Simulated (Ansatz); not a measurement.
# Cd5S: the cost of one run

Computed with Ansatz 0.2.0 (DFT PBE, scalar-relativistic, plane waves, PAW, unless a step names another level, unless a step's input says otherwise).

1 further run of the same task is left out (set aside as unsound or not needed).

### Step 1. The system as given

It takes space group P-3m1 (No. 164, trigonal). The conventional cell has a = 3.667 Å, b = 3.667 Å, c = 12.216 Å, α = 90.00°, β = 90.00°, γ = 120.00°. Cd (site symmetry 3m) is surrounded by 3 S at 2.70 Å and 3 Cd at 3.05 Å. Around Cd (site symmetry 3m) lie 6 Cd at 3.05 to 3.08 Å. Cd (site symmetry -3m) has 6 Cd at 3.08 Å as nearest neighbours. S (site symmetry -3m) has 6 Cd at 2.70 Å as nearest neighbours.

Structure file:

```cif
data_structure
_symmetry_space_group_name_H-M 'P-3m1'
_symmetry_Int_Tables_number 164
_cell_length_a 3.6665
_cell_length_b 3.6665
_cell_length_c 12.2159
_cell_angle_alpha 90.000
_cell_angle_beta 90.000
_cell_angle_gamma 120.000
_cell_volume 142.22
loop_
_atom_site_label
_atom_site_type_symbol
_atom_site_symmetry_multiplicity
_atom_site_Wyckoff_symbol
_atom_site_fract_x
_atom_site_fract_y
_atom_site_fract_z
_atom_site_occupancy
Cd1 Cd 2 d 0.66667 0.33333 0.86220 1
Cd2 Cd 2 d 0.66667 0.33333 0.31729 1
Cd3 Cd 1 b 0.00000 0.00000 0.50000 1
S1 S 1 a 0.00000 0.00000 0.00000 1
```

It came out lowest among 18 distinct ends of the trial cells. At a tolerance of 0.05 Å it has space group P-3m1 (No. 164).

### Step 2. A stricter relaxation, on the response runs' mesh and smearing

Contents of input.yaml:

```yaml
crystal:
  lattice:
    - [3.666526087, 0.0, 0.0]
    - [-1.8332630435, 3.175304735, 0.0]
    - [0.0, 0.0, 12.2159434748]
  atoms:
    - { symbol: Cd, position: [0.6666666667, 0.3333333333, 0.8621976965] }
    - { symbol: Cd, position: [0.3333333333, 0.6666666667, 0.1378023035] }
    - { symbol: Cd, position: [0.6666666667, 0.3333333333, 0.317288293] }
    - { symbol: Cd, position: [0.0, 0.0, 0.5] }
    - { symbol: Cd, position: [0.3333333333, 0.6666666667, 0.682711707] }
    - { symbol: S, position: [0.0, 0.0, 0.0] }
basis:
  ecutwfc: 420
kpoints:
  mp_grid: { grid: [12, 12, 4] }
hamiltonian:
  xc: pbe
scf:
  occupations: { method: gaussian, width: 0.1 }
output:
  forces: true
  stress: true
  eigenvalues: true
relax:
  adjacent_minimum: "off"
  f_tol: 0.001
  max_steps: 60
  cell: { stress_tol: 0.01 }
```

The run is started by

```sh
$ ansatz run input.yaml --threads 3 --pin off --max-ram 7680MiB --backend cpu --events-out ev --progress --plain --runs-dir out
```

What time and memory should one allow on 3 threads of Intel Xeon 6975P-C (Granite Rapids), shared host?

About 22 s, with a peak of 0.79 GiB.
